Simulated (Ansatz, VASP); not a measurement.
# Cross-check of MnGa4 between VASP and Ansatz, part 2 of 2

Aim: how closely do two programs agree when they are given the same cell, functional and k mesh? The cell is taken from a series of runs on this material, whose earlier steps may have relaxed, scaled, displaced or heated it; both programs get it as it stands.

VASP 6.6.1 and Ansatz 0.2.0.

So far: Starting point; Ansatz: relaxation of cell and atoms, LDA, DFT+U.

## (3) VASP: relaxation of cell and atoms, LDA, DFT+U

Level of this step: LDA, DFT+U (Mn d 3.9 eV), spin-polarised from an antiferromagnetic start; plane waves and PAW (Mn_pv, Ga_d) (VASP).

The same cell, functional (in two slightly different forms), mesh and smearing now go to VASP, with its own data sets.

Lines of VASP's logs that name or quote its potential files are left out, and so is its time.

INCAR reads:

```
SYSTEM = MnGa4
PREC = Accurate
ENCUT = 500
EDIFF = 1E-07
NELM = 200
ISMEAR = 0
SIGMA = 0.1
LREAL = .FALSE.
ALGO = Normal
GGA = CA
NBANDS = 85
ISPIN = 2
MAGMOM = 2.82 -2.82 -0 0 0 0 0 -0 -0 -0
LDAU = .TRUE.
LDAUTYPE = 2
LDAUL = 2 -1
LDAUU = 3.9 0
LDAUJ = 0 0
LDAUPRINT = 1
LASPH = .TRUE.
LMAXMIX = 4
LORBIT = 11
LWAVE = .FALSE.
LCHARG = .FALSE.
ISIF = 3
IBRION = 2
NSW = 80
EDIFFG = -0.005
GGA_COMPAT = .FALSE.
NELMIN = 4
KPAR = 2
```

POSCAR reads:

```
MnGa4
1.0
    0.0000000000      5.5437290000      0.0000000000
    5.5437290000      0.0000000000      0.0000000000
    5.5437290000      5.5437290000     -5.5437290000
Mn Ga
2 8
Direct
    0.0000000000      0.0000000000      0.0000000000
    0.0000000000      0.0000000000      0.4999999098
    0.0000000000      0.0000000000      0.2499999549
    0.0000000000      0.4999999098      0.7500000451
    0.4999999098      0.0000000000      0.7500000451
    0.4999999098      0.4999999098      0.7500000451
    0.0000000000      0.0000000000      0.7500000451
    0.0000000000      0.5000000902      0.2499999549
    0.5000000902      0.0000000000      0.2499999549
    0.5000000902      0.5000000902      0.2499999549
```

KPOINTS reads:

```
Automatic mesh
0
Gamma
6 6 6
0 0 0
```

Potentials, in the order of the species: Mn_pv and Ga_d (LDA family, release 64).

Run with:

```sh
$ mpirun -np 2 vasp_std
```

Numbers of over 12 decimals in the logs are rounded to 6 here.

The log of the run:

```text
[banner, memory and clock lines left out]
running    2 mpi-ranks, on    1 nodes
 distrk:  each k-point on    1 cores,    2 groups
 distr:  one band on    1 cores,    1 groups

 POSCAR found type information on POSCAR MnGa
 POSCAR found :  2 types and      10 ions
 LDA part: xc-table for (Slater(with rela. corr.)+CA(PZ))
 , standard interpolation
 POSCAR, INCAR and KPOINTS ok, starting setup
 FFT: planning ... GRIDC
 FFT: planning ... GRID_SOFT
 FFT: planning ... GRID
 WAVECAR not read
 entering main loop
       N       E                     dE             d eps       ncg     rms          rms(c)
DAV:   1     0.144353988231E+04    0.14435E+04   -0.56392E+04  7279   0.282E+03
DAV:   2     0.238724641721E+03   -0.12048E+04   -0.11451E+04  6800   0.753E+02
DAV:   3    -0.239840833589E+02   -0.26271E+03   -0.24788E+03  7485   0.243E+02
DAV:   4    -0.440269476560E+02   -0.20043E+02   -0.19600E+02  7903   0.681E+01
DAV:   5    -0.447218353571E+02   -0.69489E+00   -0.69220E+00  8393   0.139E+01    0.188E+01
DAV:   6    -0.466094615388E+02   -0.18876E+01   -0.17930E+01  7306   0.263E+01    0.225E+01
DAV:   7    -0.429704680483E+02    0.36390E+01   -0.14594E+01  7258   0.230E+01    0.771E+00
DAV:   8    -0.426980031205E+02    0.27246E+00   -0.13722E+00  7840   0.548E+00    0.283E+00
DAV:   9    -0.427582108132E+02   -0.60208E-01   -0.21262E-01  7913   0.223E+00    0.241E+00
DAV:  10    -0.427816023331E+02   -0.23392E-01   -0.61633E-02  7879   0.110E+00    0.148E+00
DAV:  11    -0.427888796817E+02   -0.72773E-02   -0.29630E-02  7913   0.119E+00    0.755E-01
DAV:  12    -0.427906273018E+02   -0.17476E-02   -0.19765E-02  7460   0.547E-01    0.481E-01
DAV:  13    -0.427912443747E+02   -0.61707E-03   -0.16042E-03  7531   0.285E-01    0.971E-02
DAV:  14    -0.427913330344E+02   -0.88660E-04   -0.54769E-04  7656   0.125E-01    0.518E-02
DAV:  15    -0.427913573923E+02   -0.24358E-04   -0.56506E-05  9441   0.294E-02    0.435E-02
DAV:  16    -0.427913571515E+02    0.24084E-06   -0.26528E-05  7340   0.278E-02    0.127E-02
DAV:  17    -0.427913577761E+02   -0.62463E-06   -0.31271E-06  7921   0.983E-03    0.681E-03
DAV:  18    -0.427913576819E+02    0.94224E-07   -0.60326E-07  5937   0.427E-03
   1 F= -.42791358E+02 E0= -.42781565E+02  d E =-.427914E+02  mag=     0.0000
 curvature:   0.00 expect dE= 0.000E+00 dE for cont linesearch  0.000E+00
 trial: gam= 0.00000 g(F)=  0.117E-41 g(S)=  0.260E-02 ort = 0.000E+00 (trialstep = 0.100E+01)
 search vector abs. value=  0.260E-02
 bond charge predicted
       N       E                     dE             d eps       ncg     rms          rms(c)
DAV:   1    -0.428718289246E+02   -0.80471E-01   -0.86000E-01  7206   0.765E+00    0.230E+00
DAV:   2    -0.429010522142E+02   -0.29223E-01   -0.43599E-01  7138   0.497E+00    0.329E+00
DAV:   3    -0.427990023880E+02    0.10205E+00   -0.16297E-01  7109   0.315E+00    0.570E-01
DAV:   4    -0.427940254660E+02    0.49769E-02   -0.17387E-02  7855   0.655E-01    0.309E-01
DAV:   5    -0.427928763350E+02    0.11491E-02   -0.28812E-03  7108   0.322E-01    0.780E-02
DAV:   6    -0.427926695296E+02    0.20681E-03   -0.26710E-04  8598   0.975E-02    0.366E-02
DAV:   7    -0.427926258783E+02    0.43651E-04   -0.39223E-05  7577   0.457E-02    0.136E-02
DAV:   8    -0.427926254374E+02    0.44091E-06   -0.25858E-06  8869   0.770E-03    0.524E-03
DAV:   9    -0.427926252364E+02    0.20095E-06   -0.45008E-07  6910   0.481E-03    0.182E-03
DAV:  10    -0.427926252555E+02   -0.19070E-07   -0.86483E-08  4202   0.152E-03
   2 F= -.42792625E+02 E0= -.42782788E+02  d E =-.126757E-02  mag=     0.0000
 trial-energy change:   -0.001268  1 .order   -0.001155   -0.002598    0.000288
 step:   0.9178(harm=  0.9001)  dis= 0.00000  next Energy=   -42.792637 (dE=-0.128E-02)
 reached required accuracy - stopping structural energy minimisation
```

OUTCAR, selected parts (step 3):

```text
ion  position               nearest neighbor table
   1  0.000  0.000  0.000-   3 2.40   7 2.40   5 2.40   4 2.40   8 2.40   9 2.40   6 2.40  10 2.40

  LATTYP: Found a simple cubic cell.
 ALAT       =     5.5437290000

 Subroutine GETGRP returns: Found 48 space group operations
 (whereof 48 operations were pure point group operations)

The static configuration has the point symmetry O_h .

 Found     20 irreducible k-points:

   k-points           NKPTS =     20   k-points in BZ     NKDIM =     20   number of bands    NBANDS=     85

   dimension x,y,z NGX =    40 NGY =   40 NGZ =   70
   dimension x,y,z NGXF=    80 NGYF=   80 NGZF=  140

   ENCUT  =  500.0 eV  36.75 Ry    6.06 a.u.  10.11 10.11 17.51*2*pi/ulx,y,z

   NELECT =     130.0000    total number of electrons

 k-points in reciprocal lattice and weights: Automatic mesh
   0.00000000  0.00000000  0.00000000       0.005
   0.16666667  0.00000000  0.00000000       0.056
   0.33333333  0.00000000  0.00000000       0.056
   0.50000000  0.00000000  0.00000000       0.014
   0.16666667  0.16666667  0.00000000       0.111
   0.33333333  0.16666667  0.00000000       0.111
   0.33333333  0.33333333  0.00000000       0.037
   0.00000000  0.00000000  0.16666667       0.028
   0.33333333  0.00000000  0.16666667       0.111
[...]
0.00000000  0.00000000  0.50000000       0.014
   0.50000000  0.50000000  0.50000000       0.005

atom =   1  type =  1  l = 2

 onsite density matrix

spin component  1

  0.7535  0.0000  0.0000 -0.0000 -0.0000
  0.0000  0.7535  0.0000 -0.0000 -0.0000
  0.0000  0.0000  0.8709 -0.0000  0.0000
 -0.0000 -0.0000 -0.0000  0.7535 -0.0000
 -0.0000 -0.0000  0.0000 -0.0000  0.8709

spin component  2

  0.3076 -0.0000 -0.0000 -0.0000 -0.0000
 -0.0000  0.3076  0.0000  0.0000 -0.0000
 -0.0000  0.0000  0.1792  0.0000  0.0000
 -0.0000  0.0000  0.0000  0.3076  0.0000
 -0.0000 -0.0000  0.0000  0.0000  0.1792

 occupancies and eigenvectors

  o =  0.1792  v =  0.0000  0.0000  0.0000  0.0000  0.0000  0.0000  0.0000 -0.0149  0.0000  0.9999      0.0000  0.0000  0.0000  0.0000  0.0000  0.0000  0.0000  0.0000  0.0000  0.0000
  o =  0.1792  v =  0.0000  0.0000  0.0000  0.0000  0.0000  0.0000 -0.0000 -0.9999  0.0000 -0.0149      0.0000  0.0000  0.0000  0.0000  0.0000  0.0000  0.0000  0.0000  0.0000  0.0000
  o =  0.3076  v =  0.0000  0.0000  0.0000  0.0000  0.0000  1.0000  0.0000  0.0000  0.0000  0.0000      0.0000  0.0000  0.0000  0.0000  0.0000  0.0000  0.0000  0.0000  0.0000  0.0000
  o =  0.3076  v =  0.0000  0.0000  0.0000  0.0000  0.0000  0.0000 -0.9962  0.0000 -0.0873  0.0000      0.0000  0.0000  0.0000  0.0000  0.0000  0.0000  0.0000  0.0000  0.0000  0.0000
  o =  0.3076  v =  0.0000  0.0000  0.0000  0.0000  0.0000  0.0000 -0.0873  0.0000  0.9962 -0.0000      0.0000  0.0000  0.0000  0.0000  0.0000  0.0000  0.0000  0.0000  0.0000  0.0000
  o =  0.7535  v =  0.0000 -0.7405  0.0000  0.6720 -0.0000  0.0000  0.0000  0.0000  0.0000  0.0000      0.0000  0.0000  0.0000  0.0000  0.0000  0.0000  0.0000  0.0000  0.0000  0.0000
  o =  0.7535  v =  0.0000 -0.6720  0.0000 -0.7405  0.0000  0.0000  0.0000  0.0000  0.0000  0.0000      0.0000  0.0000  0.0000  0.0000  0.0000  0.0000  0.0000  0.0000  0.0000  0.0000
  o =  0.7535  v =  1.0000  0.0000  0.0000  0.0000  0.0000  0.0000  0.0000  0.0000  0.0000  0.0000      0.0000  0.0000  0.0000  0.0000  0.0000  0.0000  0.0000  0.0000  0.0000  0.0000
  o =  0.8709  v =  0.0000  0.0000  0.9995 -0.0000 -0.0302  0.0000  0.0000  0.0000  0.0000  0.0000      0.0000  0.0000  0.0000  0.0000  0.0000  0.0000  0.0000  0.0000  0.0000  0.0000
  o =  0.8709  v =  0.0000 -0.0000 -0.0302 -0.0000 -0.9995  0.0000  0.0000  0.0000  0.0000  0.0000      0.0000  0.0000  0.0000  0.0000  0.0000  0.0000  0.0000  0.0000  0.0000  0.0000

atom =   2  type =  1  l = 2

 onsite density matrix

spin component  1

  0.3076 -0.0000  0.0000 -0.0000 -0.0000
 -0.0000  0.3076  0.0000  0.0000 -0.0000
  0.0000  0.0000  0.1792  0.0000  0.0000
 -0.0000  0.0000  0.0000  0.3076  0.0000
 -0.0000 -0.0000  0.0000  0.0000  0.1792

spin component  2

  0.7535  0.0000 -0.0000 -0.0000 -0.0000
  0.0000  0.7535  0.0000 -0.0000 -0.0000
 -0.0000  0.0000  0.8709  0.0000  0.0000
 -0.0000 -0.0000  0.0000  0.7535 -0.0000
 -0.0000 -0.0000  0.0000 -0.0000  0.8709

 occupancies and eigenvectors

  o =  0.1792  v =  0.0000 -0.0000  0.0299  0.0000 -0.9996  0.0000  0.0000  0.0000  0.0000  0.0000      0.0000  0.0000  0.0000  0.0000  0.0000  0.0000  0.0000  0.0000  0.0000  0.0000
[...]
o =  0.7535  v =  0.0000  0.0000  0.0000  0.0000  0.0000  0.0000 -0.5581 -0.0000 -0.8297  0.0000      0.0000  0.0000  0.0000  0.0000  0.0000  0.0000  0.0000  0.0000  0.0000  0.0000
  o =  0.7535  v =  0.0000  0.0000  0.0000  0.0000  0.0000  0.0000  0.8297 -0.0000 -0.5581 -0.0000      0.0000  0.0000  0.0000  0.0000  0.0000  0.0000  0.0000  0.0000  0.0000  0.0000
  o =  0.7535  v =  0.0000  0.0000  0.0000  0.0000  0.0000  1.0000  0.0000  0.0000  0.0000  0.0000      0.0000  0.0000  0.0000  0.0000  0.0000  0.0000  0.0000  0.0000  0.0000  0.0000
  o =  0.8709  v =  0.0000  0.0000  0.0000  0.0000  0.0000  0.0000 -0.0000 -0.6194  0.0000  0.7851      0.0000  0.0000  0.0000  0.0000  0.0000  0.0000  0.0000  0.0000  0.0000  0.0000
  o =  0.8709  v =  0.0000  0.0000  0.0000  0.0000  0.0000  0.0000 -0.0000 -0.7851  0.0000 -0.6194      0.0000  0.0000  0.0000  0.0000  0.0000  0.0000  0.0000  0.0000  0.0000  0.0000

 average (electrostatic) potential at core
       1 -69.3681       2 -69.3681       3 -65.5254       4 -65.5254       5 -65.5254
       6 -65.5254       7 -65.5254       8 -65.5254       9 -65.5254      10 -65.5254

 E-fermi :   5.8391

 spin component 1
 k-point     1 :       0.0000    0.0000    0.0000
  band No.  band energies     occupation
    ...
     63       4.0424      1.00000
     64       4.0424      1.00000
     65       4.9492      1.00000
     66       4.9492      1.00000
     67       4.9492      1.00000
     68       7.3604      0.00000
     69       7.3604      0.00000
     70       7.3604      0.00000
     71       7.3615      0.00000
     72       7.3615      0.00000
    ...

 k-point     2 :       0.1667    0.0000    0.0000
  band No.  band energies     occupation
    ...
     63       4.0322      1.00000
     64       4.2627      1.00000
     65       5.1073      1.00000
     66       5.1562      1.00000
     67       5.7490      0.89886
     68       6.9204      0.00000
     69       7.4763      0.00000
     70       7.5064      0.00000
     71       7.6408      0.00000
     72       7.6666      0.00000
    ...

 k-point     3 :       0.3333    0.0000    0.0000
  band No.  band energies     occupation
    ...
     61       3.6068      1.00000
     62       3.7690      1.00000
     63       4.5950      1.00000
     64       4.7886      1.00000
     65       5.3752      1.00000
     66       6.0041      0.00980
     67       6.6734      0.00000
     68       6.8821      0.00000
     69       6.9387      0.00000
     70       7.6038      0.00000
    ...

 k-point     4 :       0.5000    0.0000    0.0000
  band No.  band energies     occupation
    ...
     60       3.4820      1.00000
     61       3.6316      1.00000
     62       3.6316      1.00000
     63       4.1362      1.00000
     64       5.7273      0.94305
     65       6.5216      0.00000
     66       6.9138      0.00000
     67       6.9138      0.00000
     68       7.0533      0.00000
     69       7.0533      0.00000
    ...

 k-point     5 :       0.1667    0.1667    0.0000
  band No.  band energies     occupation
    ...
     61       3.5621      1.00000
     62       4.0525      1.00000
     63       4.5681      1.00000
     64       4.6569      1.00000
     65       5.0334      1.00000
     66       6.0866      0.00023
     67       6.2075      0.00000
     68       6.7037      0.00000
     69       7.5304      0.00000
     70       7.8056      0.00000
    ...

 k-point     6 :       0.3333    0.1667    0.0000
  band No.  band energies     occupation
    ...
     60       3.8210      1.00000
     61       3.9983      1.00000
     62       4.5509      1.00000
     63       4.7736      1.00000
     64       5.4334      1.00000
     65       5.8715      0.32347
     66       6.6122      0.00000
     67       6.9590      0.00000
     68       7.0741      0.00000
     69       7.2281      0.00000
    ...

  Total       -0.0469962     -0.0469962     -0.0469962      0.0000000      0.0000000     -0.0000000
  in kB       -0.4392452     -0.4392452     -0.4392452      0.0000000      0.0000000     -0.0000000
  external PRESSURE =      -0.4392452 kB  Pullay stress =       0.0000000 kB

  energy-cutoff  :      500.00
  volume of cell :      171.42
      direct lattice vectors                 reciprocal lattice vectors
    -0.000000000  5.555059301  0.000000000     0.000000000  0.180016080  0.180016080
     5.555059301 -0.000000000  0.000000000     0.180016080  0.000000000  0.180016080
     5.555059301  5.555059301 -5.555059301     0.000000000  0.000000000 -0.180016080

 POSITION                                       TOTAL-FORCE (eV/Angst)
 -----------------------------------------------------------------------------------
      5.55506     -0.00000     -0.00000        -0.000000      0.000000      0.000000
      2.77753      2.77753     -2.77753         0.000000      0.000000     -0.000000
      1.38876      1.38876     -1.38876        -0.000000      0.000000      0.000000
      6.94382      4.16629     -4.16629         0.000000     -0.000000      0.000000
      9.72135      6.94382     -4.16629         0.000000     -0.000000      0.000000
      6.94382      6.94382     -4.16629        -0.000000      0.000000      0.000000
      9.72135      9.72135     -4.16629        -0.000000      0.000000      0.000000
      4.16629      1.38876     -1.38876        -0.000000      0.000000      0.000000
      6.94382      4.16629     -1.38876         0.000000     -0.000000      0.000000
      4.16629      4.16629     -1.38876         0.000000     -0.000000      0.000000
 -----------------------------------------------------------------------------------
    total drift:                                0.000347      0.000347     -0.000347

  FREE ENERGIE OF THE ION-ELECTRON SYSTEM (eV)
  ---------------------------------------------------
  free  energy   TOTEN  =       -42.7926252555 eV

  energy  without entropy=      -42.7729500902  energy(sigma->0) =      -42.78278767

 reached required accuracy - stopping structural energy minimisation

 total charge
# of ion       s       p       d       tot
------------------------------------------
    1        0.348   6.381   5.250  11.979
    2        0.348   6.381   5.250  11.979
    3        0.969   0.763   9.969  11.701
    4        0.969   0.763   9.969  11.701
    5        0.969   0.763   9.969  11.701
    6        0.969   0.763   9.969  11.701
    7        0.969   0.763   9.969  11.701
    8        0.969   0.763   9.969  11.701
    9        0.969   0.763   9.969  11.701
   10        0.969   0.763   9.969  11.701
--------------------------------------------------
tot          8.449  18.865  90.251 117.565

 magnetization (x)
# of ion       s       p       d       tot
------------------------------------------
    1        0.028   0.047   2.716   2.791
    2       -0.028  -0.047  -2.716  -2.791
    3        0.000   0.000   0.000   0.000
    4        0.000   0.000   0.000   0.000
    5        0.000   0.000   0.000   0.000
    6        0.000   0.000   0.000   0.000
    7        0.000   0.000   0.000   0.000
    8        0.000   0.000   0.000   0.000
    9        0.000   0.000   0.000   0.000
   10        0.000   0.000   0.000   0.000
--------------------------------------------------
tot          0.000   0.000  -0.000  -0.000

[... 6 further parts left out ...]
```

CONTCAR:

```
MnGa4
   1.00000000000000
    -0.0000000000000000    5.5550593007868008    0.0000000000000000
     5.5550593007868008   -0.0000000000000000    0.0000000000000000
     5.5550593007868008    5.5550593007868008   -5.5550593007868008
  Mn              Ga
     2     8
Direct
     0.0000000000000000    1.0000000000000000    0.0000000000000000
     0.0000000000000000    0.0000000000000000    0.4999999098000032
     0.0000000000000000    0.0000000000000000    0.2499999548999980
     0.0000000000000000    0.4999999098000032    0.7500000451000020
     0.4999999098000032    1.0000000000000000    0.7500000451000020
     0.4999999098000032    0.4999999098000032    0.7500000451000020
     1.0000000000000000    1.0000000000000000    0.7500000451000020
     0.0000000000000000    0.5000000901999968    0.2499999548999980
     0.5000000901999968    1.0000000000000000    0.2499999548999980
     0.5000000901999968    0.5000000901999968    0.2499999548999980
```

The magnetic state follows from one typed start and may not be the lowest. A U on the itinerant d states of such a compound is hard to justify; it moves the bands at the Fermi level and favours large moments.

## (4) Differences

Known differences besides the potentials themselves: VASP starts from the moments at which Ansatz ended; U acts on the PAW sphere in VASP and on atomic orbitals in Ansatz, so only states and trends compare; the two LDA forms differ slightly; the data sets hold 134 valence electrons in Ansatz (on its default PAW (the set named soft_2) files) and 130 in VASP; the cutoff is 420 eV in Ansatz and 500 eV in VASP; VASP's log shows a relativistic correction to its local exchange, Ansatz's none; Ansatz adds a Pulay correction to the stress that steers its cell, VASP none; site moments are counted in spheres of each program's own size. Total energies have different zeros and are not compared.

Both answers:

```tsv
quantity	Ansatz	VASP	difference
volume (Å³)	172.36	171.42	+0.55 %
edge a after relaxation, in the typed setting (Å)	5.565	5.555	+0.18 %
edge c after relaxation, in the typed setting (Å)	9.639	9.622	+0.18 %
moment on Mn1 (μB)	2.82	2.79	+0.03
moment on Mn2 (μB)	-2.82	-2.79	-0.03
```

## (5) Results

```yaml
difference_in_volume_relaxation_of_cell_and_atoms_lda_dft_u: 0.55 %
```

What this shows: The difference in volume is 0.55 % (relaxation of cell and atoms, LDA, DFT+U). The data sets hold unlike numbers of valence electrons (134 in Ansatz and 130 in VASP), so part of the differences comes from the potentials. How closely two codes agree says nothing of how well the functional describes the real material.

[Lines on the potential files, build, host, timing and source positions are cut from VASP's logs without a mark.]

[Logs are printed without paths, hosts, clocks, repeated set-up lines and the standing remarks that a program may print on its own settings, such as how far it seeks lower states.]

[Hosts, paths, dates, database ids (printed as entryN), source tags and the programs' standing remarks are cut or masked in the printed files.]
